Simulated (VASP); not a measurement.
Wanted: the native input for a VASP 6.6.1 run.

| Item | Value |
| --- | --- |
| Task | single point |
| Functional | PBE |
| Potentials or basis | VASP PAW PBE potentials, release 64 (Si, Ni) |
| Cutoff | 520 eV |
| k mesh | 9 × 9 × 1 |
| Occupations | methfessel-paxton, width 0.1 eV |
| Spin | collinear spin, ferromagnetic start |
| Starting moments | [0.0, 1.0, 1.0, 1.0, 1.0, 1.0, 1.0, 1.0, 1.0, 1.0, 1.0, 1.0, 1.0, 1.0, 1.0, 1.0, 1.0, 1.0, 1.0, 1.0, 1.0] μB |
| Further INCAR settings | ALGO = Normal; EDIFF = 1e-06 |

The structure of SiNi20 lies in POSCAR:

```
SiNi20                                  
1.0
    3.7377664454      2.1580004634      0.0000000000
   -3.7377664454      2.1580004634      0.0000000000
    0.0000000000      0.0000000000     25.2074940917
  Si              Ni            
     1    20
Selective dynamics
Direct
     0.3333333332999970    0.3333333332999970    0.5794963871175124   T   T   T
     0.0000000000000000    0.0000000000000000    0.2578598244000005   F   F   F
     0.3333333332999970    0.6666666667000030    0.2578598244000005   F   F   F
     0.6666666667000030    0.3333333332999970    0.2578598244000005   F   F   F
     0.3333333332999970    0.3333333332999970    0.3385732162999986   F   F   F
     0.6666666667000030    0.0000000000000000    0.3385732162999986   F   F   F
     0.0000000000000000    0.6666666667000030    0.3385732162999986   F   F   F
     0.3333333332999970    0.0005408039924200    0.4187651928521100   T   T   T
     0.6661258627075829    0.6661258627075829    0.4187651928521100   T   T   T
     0.0005408039924200    0.3333333332999970    0.4187651928521100   T   T   T
     0.0030052066031465    0.0030052066031465    0.4995732821744357   T   T   T
     0.3333333332999970    0.6636614600968566    0.4995732821744357   T   T   T
     0.6636614600968566    0.3333333332999970    0.4995732821744357   T   T   T
     0.6666666667000030    0.0000000000000000    0.5796234972577465   T   T   T
     1.0000000000000000    0.6666666667000030    0.5796234972577465   T   T   T
     0.3333333332999970    0.0032818210497326    0.6594382975211653   T   T   T
     0.6633848456502703    0.6633848456502703    0.6594382975211653   T   T   T
     0.0032818210497326    0.3333333332999970    0.6594382975211653   T   T   T
     0.0011267482129447    0.0011267482129447    0.7391066912984789   T   T   T
     0.3333333332999970    0.6655399184870581    0.7391066912984789   T   T   T
     0.6655399184870581    0.3333333332999970    0.7391066912984789   T   T   T
```

The cell was built by a generator and needn't be a form met in nature.

The input as run:

INCAR

```
SYSTEM = SiNi20
ALGO = Normal ; EDIFF = 1E-6
ENCUT = 520 ; GGA = PE
ISIF = 2 ; ISMEAR = 1
ISPIN = 2 ; KPAR = 8
LASPH = .True. ; LCHARG = .False.
LMAXMIX = 4 ; LORBIT = 11
LREAL = .False. ; LWAVE = .False.
MAGMOM = 0 1 1 1 1 1 1 1 1 1 1 1 1 1 1 1 1 1 1 1 1 ; NELM = 120
PREC = Accurate ; SIGMA = 0.1
```

KPOINTS

```
k-points
0
Gamma
  9 9 1
  0 0 0
```

Potentials or basis: VASP PAW PBE potentials, release 64 (Si, Ni).

Command:

```bash
$ cat potpaw_PBE.64/Si/POTCAR potpaw_PBE.64/Ni/POTCAR > POTCAR
$ mpirun -np 8 vasp_std > vasp.out
```

Results of the run:

```yaml
Largest_force: 0.202 eV/Å
Band_gap_on_the_k_mesh: none (metal or under the smearing width)
Net_moment: 11.32 μB per cell
Site_moments: Si -0.01; Ni +0.71, +0.73, +0.69, +0.64, +0.46, +0.19, +0.53, +0.68 μB
Valence_electrons_inside_the_program's_atomic_spheres: Si 1.55; Ni 9.16, 9.29, 9.30, 9.35, 9.42, 9.18
```

Run time: 32 min on 8 MPI ranks on AMD EPYC 7R43 64-Core Processor (Zen 3), with other jobs on the host, peak memory 1.2 GiB a rank.
